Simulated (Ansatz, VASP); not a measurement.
**C: VASP beside Ansatz**

File POSCAR:

```
C
1.0
    0.0000000000      1.7833950000      1.7833950000
    1.7833950000      0.0000000000      1.7833950000
    1.7833950000      1.7833950000      0.0000000000
C
2
Direct
    0.0000000000      0.0000000000      0.0000000000
    0.2500000000      0.2500000000      0.2500000000
```

INCAR.step1

```
ALGO = Normal
EDIFF = 1E-4
ENCUT = 600
GGA = PE
ISMEAR = -1
LASPH = T
LCHARG = F
LREAL = F
LWAVE = T
NELM = 60
PREC = Accurate
SIGMA = 0.01
```

File INCAR.step2:

```
ALGO = Normal
EDIFF = 1E-6
EDIFFG = -0.01
ENCUT = 600
IBRION = 2
ISIF = 3
ISMEAR = -1
ISTART = 1
LASPH = T
LCHARG = F
LMIXTAU = T
LREAL = F
LWAVE = F
METAGGA = R2SCAN
NELM = 60
NSW = 80
PREC = Accurate
SIGMA = 0.01
```

KPOINTS

```
k-points
0
Gamma
  13 13 13
```

Input for Ansatz:

```yaml
crystal:
  lattice:
    - [0.0, 1.783395, 1.783395]
    - [1.783395, 0.0, 1.783395]
    - [1.783395, 1.783395, 0.0]
  atoms:
    - { symbol: C, position: [0.0, 0.0, 0.0] }
    - { symbol: C, position: [0.25, 0.25, 0.25] }
basis:
  ecutwfc: 500
  xc_grid: 2
hamiltonian:
  xc: r2scan
  pseudopotentials: { kind: paw, azcp: { folder: soft_1 } }
kpoints:
  mp_grid: { grid: [13, 13, 13] }
scf:
  occupations: { method: fermi_dirac, width: 0.01 }
  max_iter: 150
output:
  forces: true
  stress: true
relax:
  f_tol: 0.01
  max_steps: 60
  cell: {}
checkpoint:
  write: "../r2scan.run"
  compress: false
  write_wavefunctions: false
  write_every: 100000
```

This isn't the form of C at room conditions, which is graphite.

Alike in both runs: task relaxation of cell and atoms; functional r2SCAN; k mesh 13 × 13 × 13; occupations fermi-dirac, width 0.01 eV; no spin polarisation.

|  | VASP | Ansatz |
| --- | --- | --- |
| version | VASP 6.6.1 | Ansatz 0.2.0 |
| potentials or method | VASP PAW PBE potentials, release 64 (C) | plane-wave PAW DFT |
| plane-wave cutoff (eV) | 600 | 500 |
| valence electrons in the cell | 8 | 8 |

|  | VASP | Ansatz | Ansatz less VASP |
| --- | --- | --- | --- |
| relaxed volume (Å³/atom) | 5.65 | 5.64 | -0.004 |
| relaxed cell length with the largest relative difference (Å) | 2.518 | 2.517 | -0.0006 |

Caveats: the PAW data sets were made with another functional, which shifts forces and pressure a little (VASP).
